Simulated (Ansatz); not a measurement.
Au: 197Au nuclear quadrupole resonance

Cell: a structure deposited in the COD, its atoms then relaxed with PBE in this cell.

```
CELL_PARAMETERS angstrom
2.90000 0.00000 0.00000
-1.45000 2.51147 0.00000
0.00000 0.00000 4.88000
ATOMIC_POSITIONS crystal
Au 0.33333 0.66667 0.75000
Au 0.66667 0.33333 0.25000
```

Atom numbers follow the list; atoms alike are taken as one site, whose name carries the number of the first.

Computed with Ansatz: DFT, PBEsol, plane waves and PAW, scalar-relativistic, 420 eV cutoff, Γ-centred 18×18×10 k-points, Fermi–Dirac smearing 0.05 eV.

197Au: I = 3/2, Q = 547.0 mb (year-2017 value). Static lattice, zero field.

**Question.** At which frequencies do the 197Au NQR lines lie?

**Answer.** For I = 3/2 there is one line, ν = (|C_Q|/2)(1 + η²/3)^½.

| site | atoms | V_zz (10²¹ V/m²) | C_Q (MHz) | η | line frequencies (MHz) |
| --- | --- | --- | --- | --- | --- |
| Au | 1, 2 | 1.15 | 15.2 | 0.00 | 7.60 |

An axis of threefold or higher order runs through Au, so V_zz lies along it and η is zero.

At this cell the PBEsol pressure is -6 GPa, so with PBEsol the cell would shrink if it were relaxed. With no gap above 0.1 eV, as in a metal, the gradients converge slowly in k; expect changes of a tenth or more on a denser mesh. Spin–orbit coupling is left out, which shifts gradients on Au by a few per cent in wide-gap crystals, and can shift them far more where the calculated gap is small or absent, as here.
